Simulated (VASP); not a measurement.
Here is a VASP 6.6.1 calculation.

File INCAR:

```
PREC = Accurate
ENCUT = 600
EDIFF = 1E-6
ISMEAR = 0
SIGMA = 0.03
LREAL = F
LASPH = T
NELM = 80
ALGO = Normal
ISIF = 3
LWAVE = F
LCHARG = F
GGA = PS
IBRION = 2
NSW = 90
EDIFFG = -0.01
```

KPOINTS

```
Automatic mesh
0
Gamma
  10 10 10
```

The input POSCAR:

```
ZnS
1.0
    0.0000000000      2.7020000000      2.7020000000
    2.7020000000      0.0000000000      2.7020000000
    2.7020000000      2.7020000000      0.0000000000
Zn S
1 1
Direct
    0.2500000000      0.2500000000      0.2500000000
    0.0000000000      0.0000000000      0.0000000000
```

Potentials or basis: VASP PAW PBE potentials, release 64 (Zn, S).

Command:

```bash
$ cat potpaw_PBE.64/Zn/POTCAR potpaw_PBE.64/S/POTCAR > POTCAR
$ mpirun -np 1 vasp_std > vasp.out
```

Question: Estimate the relaxed cell.

Answer: a = 3.791 Å, b = 3.791 Å, c = 3.791 Å, α = 60.00°, β = 60.00°, γ = 60.00°.

Question: What does it give for the relaxed volume?

Answer: 19.26 Å³/atom.

Question: Predict the space group after relaxing (to 0.05 Å).

Answer: F-43m (No. 216).

Question: What does it give for the band gap on the k mesh?

Answer: 2.08 eV, direct.

The path:
```tsv
step	energy change (eV)	largest force (eV/Å)	pressure (GPa)	volume (Å³)
1	0.0000	0.0000	-1.73	39.45
2	-0.0049	0.0000	0.60	38.25
3	-0.0054	0.0000	-0.03	38.51
```

Caveat: the PAW data sets were made with another functional, which shifts forces and pressure a little.
